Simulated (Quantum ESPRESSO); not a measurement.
GaN:

```
Ga N
1.0
     0.00000    2.25350    2.25350
     2.25350    0.00000    2.25350
     2.25350    2.25350    0.00000
Ga N
1 1
Cartesian
  0.0000 0.0000 0.0000
  1.1268 1.1268 1.1268
```

The cell is a database's computed one.

Base run:

```yaml
Program: Quantum ESPRESSO 7.5
Functional: r2SCAN
Potentials_or_basis: SG15 PBE 1.2
Cutoff: 1197 eV
Density_cutoff: 4789 eV
k_mesh: 8 × 8 × 8
Occupations: fermi-dirac, width 0.05 eV
Spin: no spin polarisation
```

Its results: band gap on the k mesh 1.87 eV, direct; pressure -3.3 GPa.

Question: After a change of settings the same cell gave: band gap on the k mesh 1.79 eV, direct; pressure -2.2 GPa. Which change was it?
A. functional from r2SCAN to RPBE; k mesh from 8 × 8 × 8 to 10 × 10 × 10
B. functional from r2SCAN to TASK
C. functional from r2SCAN to LDA; k mesh from 8 × 8 × 8 to 10 × 10 × 10
D. functional from r2SCAN to SCAN

Answer: D.

Caveats: the potentials were made for another functional, which shifts forces and pressure.

Runs at the PBE level aren't shown here.
